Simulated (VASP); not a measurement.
# SiNi2 (Pnma) in VASP: single point with PBE

Aim: the single point of SiNi2 with PBE.

All numbers are computed with VASP 6.6.1; they aren't measurements. Logs are shortened: lines on timing, memory, paths and dates and some standing lists are left out, and cuts for length are marked.

### Step 1. Starting point

Symmetry: Pnma, No. 62, orthorhombic system. The conventional cell has a = 4.929 Å, b = 3.697 Å, c = 7.002 Å, α = 90.00°, β = 90.00°, γ = 90.00°. Si (site symmetry m) has 9 Ni at 2.29 to 2.55 Å as nearest neighbours. Ni (site symmetry m) is surrounded by 5 Si at 2.32 to 2.55 Å and 6 Ni at 2.54 to 2.62 Å. Ni (site symmetry m) has 4 Si at 2.29 to 2.31 Å and 4 Ni at 2.54 to 2.62 Å as nearest neighbours.

The cell comes from a database or a generator and needn't be the stable form of this composition.

### Step 2. Single point, PBE

Contents of INCAR:

```
SYSTEM = SiNi2
  PREC = Accurate
  ENCUT = 520
  EDIFF = 1E-6
  ISMEAR = 0
  SIGMA = 0.1
  LREAL = .FALSE.
  LASPH = .TRUE.
  NELM = 100
  ALGO = Fast
  ISIF = 2
  LWAVE = .FALSE.
  LCHARG = .FALSE.
  GGA = PE
  NBANDS = 60
```

Contents of KPOINTS:

```
regular mesh
0
G
  4 6 4
  0 0 0
```

Contents of POSCAR:

```
SiNi2
1.0
    4.9287380000      0.0000000000      0.0000000000
    0.0000000000      3.6973270000      0.0000000000
    0.0000000000      0.0000000000      7.0020690000
Si Ni
4 8
Direct
    0.2907980000      0.2500000000      0.6133440000
    0.7092020000      0.7500000000      0.3866560000
    0.7907980000      0.2500000000      0.8866560000
    0.2092020000      0.7500000000      0.1133440000
    0.4578800000      0.2500000000      0.2927500000
    0.5421200000      0.7500000000      0.7072500000
    0.9578800000      0.2500000000      0.2072500000
    0.0421200000      0.7500000000      0.7927500000
    0.3288530000      0.2500000000      0.9395480000
    0.6711470000      0.7500000000      0.0604520000
    0.8288530000      0.2500000000      0.5604520000
    0.1711470000      0.7500000000      0.4395480000
```

Potentials or basis: VASP PAW PBE potentials, release 64 (Si, Ni).

Launch:

```bash
cat potpaw_PBE.64/Si/POTCAR potpaw_PBE.64/Ni/POTCAR > POTCAR
mpirun -np 1 vasp_std > vasp.out
```

OUTCAR:

```text
SYSTEM = SiNi2
   PREC = Accurate
   ENCUT = 520
   EDIFF = 1E-6
   ISMEAR = 0
   LREAL = .FALSE.
   LASPH = .TRUE.
   NELM = 100
   ISIF = 2
   GGA = PE

 ion  position               nearest neighbor table
   1  0.291  0.250  0.613-  12 2.29  12 2.29   9 2.29  11 2.31   6 2.32   6 2.32   5 2.39   8 2.55
                             8 2.55  11 2.68   3 3.12   3 3.12
   2  0.709  0.750  0.387-  11 2.29  11 2.29  10 2.29  12 2.31   5 2.32   5 2.32   6 2.39   7 2.55
                             7 2.55  12 2.68   4 3.12   4 3.12
   3  0.791  0.250  0.887-  10 2.29  10 2.29  11 2.29   9 2.31   8 2.32   8 2.32   7 2.39   6 2.55
                             6 2.55   9 2.68   1 3.12   1 3.12
   4  0.209  0.750  0.113-   9 2.29   9 2.29  12 2.29  10 2.31   7 2.32   7 2.32   8 2.39   5 2.55
                             5 2.55  10 2.68   2 3.12   2 3.12
   5  0.458  0.250  0.293-   2 2.32   2 2.32   1 2.39   7 2.54   7 2.54  12 2.54  12 2.54   4 2.55
                             4 2.55   9 2.55  11 2.62  10 2.68  10 2.68
   6  0.542  0.750  0.707-   1 2.32   1 2.32   2 2.39   8 2.54   8 2.54  11 2.54  11 2.54   3 2.55
                             3 2.55  10 2.55  12 2.62   9 2.68   9 2.68
   7  0.958  0.250  0.207-   4 2.32   4 2.32   3 2.39   5 2.54   5 2.54  10 2.54  10 2.54   2 2.55
                             2 2.55  11 2.55   9 2.62  12 2.68  12 2.68
   8  0.042  0.750  0.793-   3 2.32   3 2.32   4 2.39   6 2.54   6 2.54   9 2.54   9 2.54   1 2.55
                             1 2.55  12 2.55  10 2.62  11 2.68  11 2.68
   9  0.329  0.250  0.940-   4 2.29   4 2.29   1 2.29   3 2.31   8 2.54   8 2.54   5 2.55   7 2.62
                            10 2.64  10 2.64   6 2.68   6 2.68   3 2.68
  10  0.671  0.750  0.060-   3 2.29   3 2.29   2 2.29   4 2.31   7 2.54   7 2.54   6 2.55   8 2.62
                             9 2.64   9 2.64   5 2.68   5 2.68   4 2.68
  11  0.829  0.250  0.560-   2 2.29   2 2.29   3 2.29   1 2.31   6 2.54   6 2.54   7 2.55   5 2.62
                            12 2.64  12 2.64   8 2.68   8 2.68   1 2.68
  12  0.171  0.750  0.440-   1 2.29   1 2.29   4 2.29   2 2.31   5 2.54   5 2.54   8 2.55   6 2.62
                            11 2.64  11 2.64   7 2.68   7 2.68   2 2.68

  LATTYP: Found a simple orthorhombic cell.
 ALAT       =     3.6973270000
 B/A-ratio  =     1.3330543931
 C/A-ratio  =     1.8938192375

  Lattice vectors:

 A1 = (   0.0000000000,  -3.6973270000,   0.0000000000)
 A2 = (   4.9287380000,   0.0000000000,   0.0000000000)
 A3 = (   0.0000000000,   0.0000000000,   7.0020690000)

Analysis of symmetry for initial positions (statically):
=====================================================================
 Subroutine PRICEL returns:
 Original cell was already a primitive cell.

 Routine SETGRP: Setting up the symmetry group for a
 simple orthorhombic supercell.

 Subroutine GETGRP returns: Found  8 space group operations
 (whereof  2 operations were pure point group operations)
 out of a pool of  8 trial point group operations.

The static configuration has the point symmetry S_2 .
 The point group associated with its full space group is D_2h.

Analysis of symmetry for dynamics (positions and initial velocities):
=====================================================================
 Subroutine PRICEL returns:
 Original cell was already a primitive cell.

 Routine SETGRP: Setting up the symmetry group for a
 simple orthorhombic supercell.

 Subroutine GETGRP returns: Found  8 space group operations
 (whereof  2 operations were pure point group operations)
 out of a pool of  8 trial point group operations.

The dynamic configuration has the point symmetry S_2 .
 The point group associated with its full space group is D_2h.

 Subroutine INISYM returns: Found  8 space group operations
 (whereof  2 operations are pure point group operations),
 and found     1 'primitive' translations

----------------------------------------------------------------------------------------

                                     Primitive cell

  volume of cell :     127.5998

  direct lattice vectors                    reciprocal lattice vectors
     4.928738000  0.000000000  0.000000000     0.202891694  0.000000000  0.000000000
     0.000000000  3.697327000  0.000000000     0.000000000  0.270465663  0.000000000
     0.000000000  0.000000000  7.002069000     0.000000000  0.000000000  0.142814931

  length of vectors
     4.928738000  3.697327000  7.002069000     0.202891694  0.270465663  0.142814931

  position of ions in fractional coordinates (direct lattice)
[... 43 lines left out ...]
  Length of vectors
     0.050722923  0.045077611  0.035703733

  Shift w.r.t. Gamma in fractional coordinates (k-lattice)
     0.000000000  0.000000000  0.000000000

 Subroutine IBZKPT returns following result:
 ===========================================

 Found     36 irreducible k-points:

 Following reciprocal coordinates:
            Coordinates               Weight
  0.000000  0.000000  0.000000      1.000000
  0.250000  0.000000  0.000000      2.000000
  0.500000  0.000000  0.000000      1.000000
  0.000000  0.166667  0.000000      2.000000
  0.250000  0.166667  0.000000      4.000000
  0.500000  0.166667  0.000000      2.000000
[... 16 lines left out ...]
  0.250000  0.500000  0.250000      4.000000
  0.500000  0.500000  0.250000      2.000000
 [... further k-points ...]
   k-points           NKPTS =     36   k-points in BZ     NKDIM =     36   number of bands    NBANDS=     60
   number of dos      NEDOS =    301   number of ions     NIONS =     12
   total plane-waves  NPLWV =  60480
   dimension x,y,z NGX =    40 NGY =   28 NGZ =   54
   dimension x,y,z NGXF=    80 NGYF=   56 NGZF=  108
   ions per type =               4   8
   NGX,Y,Z   is equivalent  to a cutoff of  13.49, 12.59, 12.82 a.u.
   NGXF,Y,Z  is equivalent  to a cutoff of  26.98, 25.18, 25.64 a.u.
 SYSTEM =  SiNi2
   PREC   = accura    normal or accurate (medium, high low for compatibility)
   ISTART =      0    job   : 0-new  1-cont  2-samecut
   ICHARG =      2    charge: 1-file 2-atom 10-const
   ISPIN  =      1    spin polarized calculation?
   LNONCOLLINEAR =      F non collinear calculations
   LSORBIT =      F    spin-orbit coupling
   LASPH  =      T    aspherical Exc in radial PAW
   ENCUT  =  520.0 eV  38.22 Ry    6.18 a.u.   9.16  6.87 13.02*2*pi/ulx,y,z
   NELM   =    100;   NELMIN=  2; NELMDL= -5     # of ELM steps
   EDIFF  = 0.1E-05   stopping-criterion for ELM
   LREAL  =      F    real-space projection
   EDIFFG = 0.1E-04   stopping-criterion for IOM
   NSW    =      0    number of steps for IOM
   IBRION =     -1    ionic relax: 0-MD 1-quasi-New 2-CG
   NFREE  =      0    steps in history (QN), initial steepest desc. (CG)
   ISIF   =      2    stress and relaxation
   ISYM   =      2    0-nonsym 1-usesym 2-fastsym
   POTIM  = 0.5000    time-step for ionic-motion
   TEBEG  =    0.0;   TEEND  =   0.0 temperature during run
   PSTRESS=    0.0 pullay stress
   NELECT =      96.0000    total number of electrons
   NUPDOWN=      -1.0000    fix difference up-down
   EMIN   =  10.00;   EMAX   =-10.00  energy-range for DOS
   EFERMI =   0.00;   METHOD = LEGACY
   ISMEAR =     0;   SIGMA  =   0.10  broadening in eV -4-tet -1-fermi 0-gaus
   EFERMI_NEDOS =   21; number of points for ismear=-14 and -15
   IALGO  =     68    algorithm
   IMIX   =      4    mixing-type and parameters
     AMIX     =   0.40;   BMIX     =  1.00
     AMIX_MAG =   1.60;   BMIX_MAG =  1.00
  volume/ion in A,a.u.               =      10.63        71.76
  Fermi-wavevector in a.u.,A,eV,Ry     =   1.488956  2.813719 30.163987  2.216990
  Thomas-Fermi vector in A             =   2.601925
   LORBIT       =      0    0 simple, 1 ext, 2 COOP (PROOUT), +10 PAW based schemes
   GGA     = PE    functional components
   LHFCALC =     F    Hartree Fock is set to
   AEXX    =    0.0000 exact exchange contribution
   IVDW    =     0    specifies the selected vdW correction
   LEPSILON=     F    determine dielectric tensor
   LRPA    =     F    only Hartree local field effects (RPA)
 non-spin polarized calculation
 RMM-DIIS sequential band-by-band and
 Gauss-broadening in eV      SIGMA  =   0.10
  energy-cutoff  :      520.00
  volume of cell :      127.60
 maximum number of plane-waves:      3456
 NGX is ok and might be reduce to    40
   NGX = 19   NGY = 13   NGZ = 27

 number of electron      95.9999930 magnetization

 Free energy of the ion-electron system (eV)
  ---------------------------------------------------
  ext. energy  EPLUGINS =         0.00000000
  ---------------------------------------------------
  free energy    TOTEN  =       -72.01025521 eV

  energy without entropy =      -71.98400537  energy(sigma->0) =      -71.99713029

 E-fermi :  11.5771     XC(G=0): -13.0714

 val. band max:       11.5751049011   @ k =   0.5000   0.5000   0.0000
 cond. band min:      11.6007943347   @ k =   0.0000   0.1667   0.2500
 fundamental gap:      0.0256894337
 Fermi energy:        11.5771164204

 k-point     1 :       0.0000    0.0000    0.0000
  band No.  band energies     occupation
      1      -1.3283      2.00000
      2       1.2799      2.00000
      3       1.3741      2.00000
      4       3.2908      2.00000
      5       4.7966      2.00000
      6       5.2580      2.00000
[... 1501 lines left out ...]
     59      17.1150      0.00000
     60      17.1151      0.00000

 [... further k-points ...]

------------------------ aborting loop because EDIFF is reached ----------------------------------------

  FORCE on cell =-STRESS in cart. coord.  units (eV):
  Direction    XX          YY          ZZ          XY          YZ          ZX
  --------------------------------------------------------------------------------------
  -------------------------------------------------------------------------------------
  Total        5.6896639      6.8782268      6.2537494      0.0000000      0.0000000      0.0000000
  in kB       71.4409487     86.3648645     78.5237581      0.0000000      0.0000000      0.0000000
  external PRESSURE =      78.7765238 kB  Pullay stress =       0.0000000 kB

 VOLUME and BASIS-vectors are now :
 -----------------------------------------------------------------------------
  energy-cutoff  :      520.00
  volume of cell :      127.60
      direct lattice vectors                 reciprocal lattice vectors
     4.928738000  0.000000000  0.000000000     0.202891694  0.000000000  0.000000000
     0.000000000  3.697327000  0.000000000     0.000000000  0.270465663  0.000000000
     0.000000000  0.000000000  7.002069000     0.000000000  0.000000000  0.142814931

 POSITION                                       TOTAL-FORCE (eV/Angst)
 -----------------------------------------------------------------------------------
      1.43327      0.92433      4.29468         0.022881     -0.000000     -0.004269
      3.49547      2.77300      2.70739        -0.022881     -0.000000      0.004269
      3.89764      0.92433      6.20843         0.022881     -0.000000      0.004269
      1.03110      2.77300      0.79364        -0.022881      0.000000     -0.004269
      2.25677      0.92433      2.04986         0.013775      0.000000     -0.004144
      2.67197      2.77300      4.95221        -0.013775     -0.000000      0.004144
      4.72114      0.92433      1.45118         0.013775     -0.000000      0.004144
      0.20760      2.77300      5.55089        -0.013775      0.000000     -0.004144
      1.62083      0.92433      6.57878        -0.020274      0.000000     -0.019357
      3.30791      2.77300      0.42329         0.020274     -0.000000      0.019357
      4.08520      0.92433      3.92432        -0.020274     -0.000000      0.019357
      0.84354      2.77300      3.07775         0.020274     -0.000000     -0.019357
 -----------------------------------------------------------------------------------
    total drift:                               -0.000000     -0.000000      0.000000

  FREE ENERGIE OF THE ION-ELECTRON SYSTEM (eV)
  ---------------------------------------------------
  free  energy   TOTEN  =       -72.0102552053 eV

  energy  without entropy=      -71.9840053724  energy(sigma->0) =      -71.99713029
```

Wall time 2.8 min (1 thread of Intel Xeon 6975P-C (Granite Rapids), shared host); peak memory 0.36 GiB.

What came out:

| Quantity | Value |
| --- | --- |
| Free energy | -72.0103 eV |
| Pressure | 7.9 GPa |
| Largest force | 0.028 eV/Å |
| Band gap on the k mesh | none (metal or under the smearing width) |

Forces on the atoms (eV/Å):
```
Si   0.023  0.000 -0.004
Si  -0.023  0.000  0.004
Si   0.023  0.000  0.004
Si  -0.023  0.000 -0.004
Ni   0.014  0.000 -0.004
Ni  -0.014  0.000  0.004
Ni   0.014  0.000  0.004
Ni  -0.014  0.000 -0.004
Ni  -0.020  0.000 -0.019
Ni   0.020  0.000  0.019
Ni  -0.020  0.000  0.019
Ni   0.020  0.000 -0.019
```

Stress tensor (GPa, compression positive):
```
7.14 0.00 0.00
0.00 8.64 0.00
0.00 0.00 7.85
```
